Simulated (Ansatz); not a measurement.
# Deforming AlNi

```xyz
2
Lattice="2.8810 0.0000 0.0000 0.0000 2.8810 0.0000 0.0000 0.0000 2.8810" Properties=species:S:1:pos:R:3 pbc="T T T"
Al    0.0000    0.0000    0.0000
Ni    1.4405    1.4405    1.4405
```

Atom numbers follow the list: Al1, Ni2.

The cell is COD entry 9008802, as deposited and not checked against the literature; nothing was relaxed.

Theory: DFT, PBE, all-electron LAPW, scalar-relativistic in Ansatz 0.2.0.

Settings: a Γ-centred 13×13×13 k mesh, Fermi–Dirac smearing of 0.05 eV, basis error target 0.5 meV/atom, spin-polarised from start moments Ni2 1.5 μB (the moments died away, and the run ended non-magnetic).

The unchanged cell is at 1.91 GPa.

In a metal, stresses and small energies carry noise from the k mesh.

x, y and z are the Cartesian axes of the cell as listed; fractional coordinates follow a strain, and an engineering shear is twice the off-diagonal strain component.

With equal xy, yz and zx engineering shear strains of -3 %: energy change +14 meV/atom; stress change (xx, yy, zz, yz, xz, xy) 0.57, 0.57, 0.57, 4.09, 4.09, 4.09 GPa, compression positive.

(1) With this change (equal xy, yz and zx engineering shear strains of -1 %), what becomes of the energy and stress?

(2) With this change (equal xy, yz and zx engineering shear strains of +2 %), what becomes of the energy and stress?

(3) With this change (equal xy, yz and zx engineering shear strains of -2 %), what becomes of the energy and stress?

With equal xy, yz and zx engineering shear strains of +1 %: energy change +1 meV/atom; stress change (xx, yy, zz, yz, xz, xy) 0.06, 0.06, 0.06, -1.24, -1.24, -1.24 GPa, compression positive.

With equal xy, yz and zx engineering shear strains of +3 %: energy change +12 meV/atom; stress change (xx, yy, zz, yz, xz, xy) 0.50, 0.50, 0.50, -3.48, -3.48, -3.48 GPa, compression positive.

Answers

(1) Energy change +1 meV/atom; stress change (xx, yy, zz, yz, xz, xy) 0.06, 0.06, 0.06, 1.31, 1.31, 1.31 GPa, compression positive.

(2) Energy change +6 meV/atom; stress change (xx, yy, zz, yz, xz, xy) 0.23, 0.23, 0.23, -2.41, -2.41, -2.41 GPa, compression positive.

(3) Energy change +6 meV/atom; stress change (xx, yy, zz, yz, xz, xy) 0.25, 0.25, 0.25, 2.67, 2.67, 2.67 GPa, compression positive.
